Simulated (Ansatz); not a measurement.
# Hg (P-1) in Ansatz: equation of state

Aim: energy against volume of Hg in PBE, for its equilibrium volume and stiffness.

All numbers are computed with Ansatz 0.2.0; they aren't measurements. Logs are shortened: lines on timing, memory, paths and dates and some standing lists are left out, and cuts for length are marked.

## 1. The structure

The typed cell holds 3 atoms: a = 3.321 Å, b = 3.410 Å, c = 8.295 Å, α = 95.86°, β = 96.63°, γ = 115.57°.

## 2. Single point, PBE, 25.99 Å³/atom (volume scaled by 0.94)

input.yaml reads:

```yaml
crystal:
  lattice:
    - [3.2527723621, 0.0, 0.0]
    - [-1.4420914996, 3.0133390164, 0.0]
    - [-0.9387661657, -1.3687750573, 7.9548358719]
  atoms:
    - { symbol: Hg, position: [0.0, 0.0, 0.0] }
    - { symbol: Hg, position: [0.41392988, 0.25857771, 0.66474219] }
    - { symbol: Hg, position: [0.58607012, 0.74142229, 0.33525781] }
hamiltonian:
  xc: pbe
  pseudopotentials: { kind: paw }
kpoints:
  mp_grid: { grid: [9, 9, 4] }
scf:
  occupations: { method: fermi_dirac, width: 0.05 }
output:
  forces: true
  stress: true
  eigenvalues: true
```

Potentials or basis: Ansatz PAW.

Run with:

```console
> ansatz run input.yaml --threads 2 --pin off --max-ram 5120MiB --backend cpu --events-out ev --progress --plain --runs-dir out
```

Standard output:

```text
Warning: RAYON_NUM_THREADS=2 ignored (pool sized by the plan → 2); use --threads N
Engine: ansatz 0.2.0, x86_64-unknown-linux-gnu
Pseudopotentials: kind: paw
Pseudopotential: Hg, paw, valence charge 20, recommended cutoff 420 eV (normal), Hg.paw.azcp
Functional definition: PBE
  parameter kappa = 0.804
  parameter beta = 0.06672455060314922
  exchange = pbe_x(kappa = kappa, mu = beta*pi^2/3)
  correlation = pbe_c(beta = beta)
Crystal: 3 atoms, lattice volume = 77.971 Å³
Basis set: ecut = 420 eV, 1535 PW (Γ), exchange–correlation on 48×48×120 points (8 copies of the dense FFT grid, shifted against one another)
Bands: 36, of which v1, the nominal top of the filled ones, is band 30 counted from 1 (29 counted from 0)
Symmetry: 2 space group operations
Space group: P-1 (ITA 2), of the structure as read, at distance tolerance 4.3e-5 Å
k-points: 163 of 324
Non-local potential: Hg, projectors of the file, l = 0: 3, l = 1: 2, l = 2: 2, l = 3: 1
PAW form: soft (Blöchl's): semilocal exchange-correlation on the pseudo side does not see the compensation charge
PAW one-centre angular grid: Hg, 590 points (default); XC on 64 Gauss nodes
Initial density: superposition of atomic densities (neutral atoms: chi_scale 0, normalization atom), corrected by the library's trained network
Initial wavefunctions: pseudopotential atomic-orbital guess
Functional: x = pbe(κ = 0.804, μ = 0.2195149727645171), c = pbe(β = 0.06672455060314922)
SCF iter   1: F=—  HF=-41440.307186 eV  |F-HF|=—  |Δ(HF+E_count)|=         —  Δρ=1.13e-3  dr2=6.70e-4  ethr=1.77e-3  ⟨swp⟩=6.2  Hψ=21768  notcnv=0  defer=6
preconditioner: auto → Kerker (q_TF=auto, 2.612 Å⁻¹)  [metal: Δε(μ)=0.024 eV  Ē_g=10.932 eV  σ=0.050 eV  W_gap=0.12  n_scr=28 (ndim 8)  ℏωp=25.2 eV  f_vac=0.000  D(μ)=0.68/eV (n_scr^D=2)]
SCF iter   2: F=—  HF=-41440.308889 eV  |F-HF|=—  |Δ(HF+E_count)|=   1.70e-3  Δρ=7.05e-4  dr2=3.38e-4  ethr=1.12e-6  ⟨swp⟩=2.9  Hψ=12661  notcnv=0  defer=31
SCF iter   3: F=—  HF=-41440.308928 eV  |F-HF|=—  |Δ(HF+E_count)|=   3.92e-5  Δρ=1.91e-4  dr2=2.07e-5  ethr=5.63e-7  ⟨swp⟩=2.1  Hψ=8606  notcnv=0  defer=31
SCF iter   4: F=—  HF=-41440.308935 eV  |F-HF|=—  |Δ(HF+E_count)|=   6.99e-6  Δρ=6.91e-5  dr2=4.55e-6  ethr=3.44e-8  ⟨swp⟩=2.7  Hψ=10219  notcnv=0  defer=31
SCF iter   5: F=—  HF=-41440.308938 eV  |F-HF|=—  |Δ(HF+E_count)|=   2.68e-6  Δρ=1.76e-5  dr2=2.84e-7  ethr=7.58e-9  ⟨swp⟩=2.0  Hψ=8475  notcnv=0  defer=31
SCF iter   6: F=-41440.308938 eV  HF=-41440.308938 eV  |F-HF|=4.22e-9  |Δ(HF+E_count)|=   2.07e-7  Δρ=4.41e-6  dr2=2.51e-8  ethr=1.67e-10  ⟨swp⟩=7.4  Hψ=23579  notcnv=0
SCF 1 converged in 6 iterations: F = -41440.308938 eV  dr2 = 2.51e-8
SCF converged after 6 iterations
Free energy (F): -41440.308938 eV
Harris-Foulkes:  -41440.308938 eV  (|F-HF|=4.22e-9)
Internal energy: -41440.303340 eV  (E = F + TS)
E sigma→0 (E₀):  -41440.306139 eV
Entropy (-TS):   -0.005598 eV (-1.866 meV/atom)
Fermi energy:    12.831109 eV
--- Per-component energies (eV) ---
  E_band       = -1254.239494
  E_kinetic    = 1814.114620
  E_local      = -7939.884138  (includes V_loc(G=0)·N_el)
  E_nonlocal   = 217.593259
  E_hartree    = 3385.943160
  E_xc         = -661.844286
  E_vxc        = -787.420589  (∫ρ·V_xc dr)
  E_paw        = -29835.764501  (= ΣΔE_a)
  E_vpaw       = -1330.537114  (= ΣTr[D̂ρ^β])
  E_aug_tail   = 0.002800  (compensation charges beyond the density's cutoff)
  E_ewald      = -8420.464253
  E_smearing   = -0.005598  (= −TS)
  E_closure    = 0.000000  (closes the sum)
  Σ components = -41440.308938   (vs F -41440.308938, Δ=0.00e0)
--- Forces (eV/Å), atoms counted from 1 ---
  atom   1  Hg     0.00000000     0.00000000     0.00000000
  atom   2  Hg    -0.00894316     0.02468999     0.03115533
  atom   3  Hg     0.00894316    -0.02468999    -0.03115533
  max |Σ_I F_I| component: 0.00e0 eV/Å
--- Stress (GPa, compression-positive) ---
        1.575902       0.211468       0.001670
        0.211468       1.701306      -0.179058
        0.001670      -0.179058       1.773995
  P = ⅓ Tr σ = 1.6837 GPa (16.837 kbar)
--- Band table (eV; the first three rows and the last of 163) ---
  k-point 0: bands = ["-101.5317", "-101.5313", "-101.5081", "-49.9876", "-49.9777", "-49.9714", "-49.9696", "-49.9686", "-49.9673", "-49.9523", "-49.9477", "-49.9441", "4.7219", "5.6280", "5.6678", "6.0842", "6.1365", "6.1959", "6.3255", "6.4172", "6.4720", "6.5413", "6.6934", "6.8654", "7.0254", "7.0395", "7.0862", "7.1822", "8.0327", "8.0829", "16.7688", "16.8457", "23.4755", "23.7123", "24.4076", "24.7879"]
  k-point 1: bands = ["-101.5317", "-101.5313", "-101.5081", "-49.9891", "-49.9755", "-49.9716", "-49.9696", "-49.9684", "-49.9673", "-49.9530", "-49.9477", "-49.9441", "4.8961", "5.5675", "5.6772", "6.0857", "6.1365", "6.1898", "6.3166", "6.4758", "6.4948", "6.5344", "6.6632", "6.8342", "6.8502", "6.8819", "7.0136", "7.1102", "7.2954", "9.7292", "14.1523", "19.7147", "22.9954", "24.1261", "24.4395", "25.2891"]
  k-point 2: bands = ["-101.5317", "-101.5313", "-101.5081", "-49.9902", "-49.9736", "-49.9718", "-49.9696", "-49.9681", "-49.9673", "-49.9538", "-49.9477", "-49.9441", "5.3199", "5.3912", "5.5372", "6.0678", "6.1894", "6.1930", "6.2420", "6.3392", "6.5335", "6.5665", "6.6235", "6.6413", "6.6607", "6.8678", "6.9871", "7.1296", "7.3571", "11.5752", "11.9796", "22.6936", "22.8039", "22.8687", "24.0044", "25.2107"]
  k-point 162: bands = ["-101.5313", "-101.5310", "-101.5077", "-49.9889", "-49.9870", "-49.9805", "-49.9764", "-49.9736", "-49.9700", "-49.9616", "-49.9530", "-49.9485", "5.6863", "5.7745", "5.8460", "5.9647", "6.1377", "6.2328", "6.3914", "6.5109", "6.7030", "6.7801", "6.8564", "6.9954", "7.0898", "7.3530", "7.4024", "8.9537", "11.0562", "11.9039", "13.7116", "14.1028", "17.4482", "19.0665", "19.6128", "20.2683"]
```

It took 2.5 s on 2 threads of AMD EPYC 9B45 (Zen 5), shared host; peak memory 0.62 GiB.

What came out:

```yaml
Free_energy: -41440.3089 eV
Pressure: 1.7 GPa
Largest_force: 0.041 eV/Å
Band_gap_on_the_k_mesh: none (metal or under the smearing width)
```

## 3. Single point, PBE, 26.54 Å³/atom (volume scaled by 0.96)

input.yaml: that of step 2 with these lines changed.

```diff
@@ -2,5 +2,5 @@
   lattice:
-    - [3.2527723621, 0.0, 0.0]
-    - [-1.4420914996, 3.0133390164, 0.0]
-    - [-0.9387661657, -1.3687750573, 7.9548358719]
+    - [3.2756799644, 0.0, 0.0]
+    - [-1.4522474082, 3.0345604129, 0.0]
+    - [-0.9453774128, -1.3784146358, 8.0108576886]
   atoms:
```

Potentials or basis: Ansatz PAW.

Run with:

```console
> ansatz run input.yaml --threads 2 --pin off --max-ram 5120MiB --backend cpu --events-out ev --progress --plain --runs-dir out
```

Run time: 2.5 s. Hardware: 2 threads of AMD EPYC 9B45 (Zen 5), shared host; peak memory 0.62 GiB.

It converged, with:

| Item | Value |
| --- | --- |
| Free energy | -41440.3241 eV |
| Pressure | 1.3 GPa |
| Largest force | 0.037 eV/Å |
| Band gap on the k mesh | none (metal or under the smearing width) |

## 4. Single point, PBE, 27.10 Å³/atom (volume scaled by 0.98)

input.yaml: that of step 3 with these lines changed.

```diff
@@ -2,5 +2,5 @@
   lattice:
-    - [3.2756799644, 0.0, 0.0]
-    - [-1.4522474082, 3.0345604129, 0.0]
-    - [-0.9453774128, -1.3784146358, 8.0108576886]
+    - [3.2982715746, 0.0, 0.0]
+    - [-1.4622632241, 3.0554890771, 0.0]
+    - [-0.9518974631, -1.3879212441, 8.0661067289]
   atoms:
```

Run with:

```console
> ansatz run input.yaml --threads 2 --pin off --max-ram 5120MiB --backend cpu --events-out ev --progress --plain --runs-dir out
```

Wall time 3 s (2 threads of AMD EPYC 9B45 (Zen 5), shared host); peak memory 0.63 GiB.

The run converged. Its results:

* Free energy: -41440.3354 eV
* Pressure: 0.9 GPa
* Largest force: 0.032 eV/Å
* Band gap on the k mesh: none (metal or under the smearing width)

## 5. Single point, PBE, 27.65 Å³/atom

input.yaml: that of step 4 with these lines changed.

```diff
@@ -2,5 +2,5 @@
   lattice:
-    - [3.2982715746, 0.0, 0.0]
-    - [-1.4622632241, 3.0554890771, 0.0]
-    - [-0.9518974631, -1.3879212441, 8.0661067289]
+    - [3.3205578694, 0.0, 0.0]
+    - [-1.4721436807, 3.0761348998, 0.0]
+    - [-0.9583293978, -1.3972993748, 8.1206091033]
   atoms:
```

Run with:

```console
> ansatz run input.yaml --threads 2 --pin off --max-ram 5120MiB --backend cpu --events-out ev --progress --plain --runs-dir out
```

It took 2.9 s on 2 threads of AMD EPYC 9B45 (Zen 5), shared host; peak memory 0.64 GiB.

It converged, with:

```yaml
Free_energy: -41440.3440 eV
Pressure: 0.7 GPa
Largest_force: 0.027 eV/Å
Band_gap_on_the_k_mesh: none (metal or under the smearing width)
```

## 6. Single point, PBE, 28.20 Å³/atom (volume scaled by 1.02)

input.yaml: that of step 5 with these lines changed.

```diff
@@ -2,5 +2,5 @@
   lattice:
-    - [3.3205578694, 0.0, 0.0]
-    - [-1.4721436807, 3.0761348998, 0.0]
-    - [-0.9583293978, -1.3972993748, 8.1206091033]
+    - [3.3425489597, 0.0, 0.0]
+    - [-1.4818932607, 3.0965072478, 0.0]
+    - [-0.9646761351, -1.4065532827, 8.1743895388]
   atoms:
@@ -20 +20,5 @@
   eigenvalues: true
+  write_density: true
+  write_potential: true
+  elf: true
+  volumetric_format: npy
```

Potentials or basis: Ansatz PAW.

Run with:

```console
> ansatz run input.yaml --threads 2 --pin off --max-ram 5120MiB --backend cpu --events-out ev --progress --plain --runs-dir out
```

Run time: 4.2 s. Hardware: 2 threads of AMD EPYC 9B45 (Zen 5), shared host; peak memory 0.65 GiB.

Results (log left out):

```yaml
Free_energy: -41440.3507 eV
Pressure: 0.6 GPa
Largest_force: 0.021 eV/Å
Band_gap_on_the_k_mesh: none (metal or under the smearing width)
```

## 7. Single point, PBE, 28.76 Å³/atom (volume scaled by 1.04)

input.yaml: that of step 6 with these lines changed.

```diff
@@ -2,5 +2,5 @@
   lattice:
-    - [3.3425489597, 0.0, 0.0]
-    - [-1.4818932607, 3.0965072478, 0.0]
-    - [-0.9646761351, -1.4065532827, 8.1743895388]
+    - [3.3642544313, 0.0, 0.0]
+    - [-1.4915162139, 3.1166150012, 0.0]
+    - [-0.9709404413, -1.4156870015, 8.2274714778]
   atoms:
@@ -20,5 +20 @@
   eigenvalues: true
-  write_density: true
-  write_potential: true
-  elf: true
-  volumetric_format: npy
```

Potentials or basis: Ansatz PAW.

Run with:

```console
> ansatz run input.yaml --threads 2 --pin off --max-ram 5120MiB --backend cpu --events-out ev --progress --plain --runs-dir out
```

Standard output:

```text
Warning: RAYON_NUM_THREADS=2 ignored (pool sized by the plan → 2); use --threads N
Engine: ansatz 0.2.0, x86_64-unknown-linux-gnu
Pseudopotentials: kind: paw
Pseudopotential: Hg, paw, valence charge 20, recommended cutoff 420 eV (normal), Hg.paw.azcp
Functional definition: PBE
  parameter kappa = 0.804
  parameter beta = 0.06672455060314922
  exchange = pbe_x(kappa = kappa, mu = beta*pi^2/3)
  correlation = pbe_c(beta = beta)
Crystal: 3 atoms, lattice volume = 86.266 Å³
Basis set: ecut = 420 eV, 1675 PW (Γ), exchange–correlation on 48×48×120 points (8 copies of the dense FFT grid, shifted against one another)
Bands: 36, of which v1, the nominal top of the filled ones, is band 30 counted from 1 (29 counted from 0)
Symmetry: 2 space group operations
Space group: P-1 (ITA 2), of the structure as read, at distance tolerance 4.4e-5 Å
k-points: 163 of 324
Non-local potential: Hg, projectors of the file, l = 0: 3, l = 1: 2, l = 2: 2, l = 3: 1
PAW form: soft (Blöchl's): semilocal exchange-correlation on the pseudo side does not see the compensation charge
[... 25 lines left out ...]
  E_nonlocal   = 218.186038
  E_hartree    = 3574.903858
  E_xc         = -661.106355
  E_vxc        = -786.264922  (∫ρ·V_xc dr)
  E_paw        = -29836.858416  (= ΣΔE_a)
  E_vpaw       = -1332.922282  (= ΣTr[D̂ρ^β])
  E_aug_tail   = 0.002759  (compensation charges beyond the density's cutoff)
  E_ewald      = -8141.433401
  E_smearing   = -0.005792  (= −TS)
  E_closure    = -0.000000  (closes the sum)
  Σ components = -41440.355845   (vs F -41440.355845, Δ=0.00e0)
--- Forces (eV/Å), atoms counted from 1 ---
  atom   1  Hg     0.00000000     0.00000000     0.00000000
  atom   2  Hg    -0.00646122     0.01383109     0.00114987
  atom   3  Hg     0.00646122    -0.01383109    -0.00114987
  max |Σ_I F_I| component: 0.00e0 eV/Å
--- Stress (GPa, compression-positive) ---
        0.471332       0.058401      -0.061902
        0.058401       0.386685      -0.009104
       -0.061902      -0.009104       0.456110
  P = ⅓ Tr σ = 0.4380 GPa (4.380 kbar)
--- Band table (eV; the first three rows and the last of 163) ---
  k-point 0: bands = ["-103.0521", "-103.0519", "-103.0358", "-51.5049", "-51.4987", "-51.4963", "-51.4945", "-51.4937", "-51.4923", "-51.4826", "-51.4789", "-51.4768", "3.7091", "4.3362", "4.3692", "4.6575", "4.7021", "4.7462", "4.8519", "4.9244", "4.9745", "5.0300", "5.1514", "5.2898", "5.4167", "5.4331", "5.4715", "5.5473", "6.6458", "6.7007", "14.7829", "14.8484", "21.1185", "21.3396", "22.2046", "22.4385"]
  k-point 1: bands = ["-103.0521", "-103.0519", "-103.0358", "-51.5058", "-51.4974", "-51.4964", "-51.4944", "-51.4937", "-51.4923", "-51.4830", "-51.4789", "-51.4768", "3.8689", "4.2764", "4.4194", "4.6602", "4.7003", "4.7434", "4.8462", "4.9724", "4.9930", "5.0286", "5.1294", "5.2734", "5.3038", "5.4041", "5.4892", "5.5036", "5.6394", "8.1995", "12.3805", "17.5128", "20.6764", "21.9024", "22.0444", "22.9021"]
  k-point 2: bands = ["-103.0521", "-103.0519", "-103.0358", "-51.5064", "-51.4965", "-51.4962", "-51.4943", "-51.4937", "-51.4923", "-51.4835", "-51.4789", "-51.4768", "4.2383", "4.2461", "4.2930", "4.6458", "4.7510", "4.7579", "4.7986", "4.8922", "5.0244", "5.0547", "5.1001", "5.1062", "5.1251", "5.2920", "5.3852", "5.5055", "5.6891", "9.6526", "10.6241", "20.3215", "20.4663", "20.4884", "21.8011", "22.7582"]
  k-point 162: bands = ["-103.0519", "-103.0518", "-103.0357", "-51.5059", "-51.5051", "-51.5008", "-51.4977", "-51.4968", "-51.4950", "-51.4878", "-51.4830", "-51.4792", "4.3614", "4.4311", "4.4840", "4.5754", "4.7262", "4.7879", "4.9259", "5.0256", "5.1823", "5.2346", "5.2965", "5.3969", "5.4735", "5.6885", "5.7262", "7.4087", "9.3500", "10.0660", "12.0589", "12.3818", "15.3849", "17.0094", "17.5816", "18.1275"]
```

Wall time 3.3 s (2 threads of AMD EPYC 9B45 (Zen 5), shared host); peak memory 0.65 GiB.

What came out:

| Property | Result |
| --- | --- |
| Free energy | -41440.3558 eV |
| Pressure | 0.4 GPa |
| Largest force | 0.015 eV/Å |
| Band gap on the k mesh | none (metal or under the smearing width) |

## 8. Single point, PBE, 29.31 Å³/atom (volume scaled by 1.06)

input.yaml: that of step 7 with these lines changed.

```diff
@@ -2,5 +2,5 @@
   lattice:
-    - [3.3642544313, 0.0, 0.0]
-    - [-1.4915162139, 3.1166150012, 0.0]
-    - [-0.9709404413, -1.4156870015, 8.2274714778]
+    - [3.3856833812, 0.0, 0.0]
+    - [-1.5010165733, 3.1364665873, 0.0]
+    - [-0.9771249421, -1.4247043593, 8.2798771676]
   atoms:
```

Run with:

```console
> ansatz run input.yaml --threads 2 --pin off --max-ram 5120MiB --backend cpu --events-out ev --progress --plain --runs-dir out
```

Run time: 3 s. Hardware: 2 threads of AMD EPYC 9B45 (Zen 5), shared host; peak memory 0.65 GiB.

The run converged. Its results:

| Item | Value |
| --- | --- |
| Free energy | -41440.3597 eV |
| Pressure | 0.3 GPa |
| Largest force | 0.011 eV/Å |
| Band gap on the k mesh | none (metal or under the smearing width) |

## 9. Equation of state, PBE

Potentials or basis: Ansatz PAW.

This step only gathers the single runs of the series.

What came out:

```
Equilibrium volume : outside the volumes run
```

Energy against volume, from the lowest point:
| volume (Å³/atom) | energy (meV/atom) |
| --- | --- |
| 25.990 | 16.93 |
| 26.543 | 11.88 |
| 27.096 | 8.09 |
| 27.649 | 5.23 |
| 28.202 | 3.02 |
| 28.755 | 1.29 |
| 29.308 | 0.00 |
